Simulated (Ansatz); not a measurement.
Runs of Ansatz 0.2.0 on CoO. Symmetry: Fm-3m, No. 225, cubic system. The conventional cell has a = 4.263 Å, b = 4.263 Å, c = 4.263 Å, α = 90.00°, β = 90.00°, γ = 90.00°. Around Co (site symmetry m-3m) lie 6 O at 2.13 Å. O (site symmetry m-3m) has 6 Co at 2.13 Å as nearest neighbours. 

```csv
task,level,cell,k mesh,cutoff (eV),smearing,gap on the mesh (eV),pressure (GPa),moment (μB)
single point,PBE,as given,11 × 11 × 11,360,gaussian 0.029 eV,none,-1.7,2.98
single point,PBE,as given,11 × 11 × 11,360,gaussian 0.019 eV,none,-1.7,2.98
single point,PBE,as given,11 × 11 × 11,360,gaussian 0.018 eV,none,-1.7,2.98
band structure,PBEsol,strain_z_fixed_volume = 0,11 × 11 × 11,360,fermi-dirac 0.05 eV,-,-10.8,2.96
single point,PBE,as given,11 × 11 × 11,360,gaussian 0.016 eV,none,-1.6,2.98
phonons,PBE,as given,8 × 8 × 8,384,fermi-dirac 0.05 eV,none,-,(a)
```

Alike in all rows: potentials or basis all-electron LAPW, scalar-relativistic; spin collinear, ferromagnetic start; basis error allowed 0.001 eV/atom.

Question: Estimate the missing entries.

Answer: (a) 2.90.

Caveats: a cell with one magnetic atom can't hold antiferromagnetic order, which such compounds often take; semilocal functionals often make such compounds metallic where correlation or magnetic order opens a gap, which also shifts bond lengths; the k mesh is thin for a metal, which can move the energy by tens of meV per atom (some runs); a metal's response needs a denser mesh (some runs).

A gap of «none» marks a metal or a gap under the smearing width.
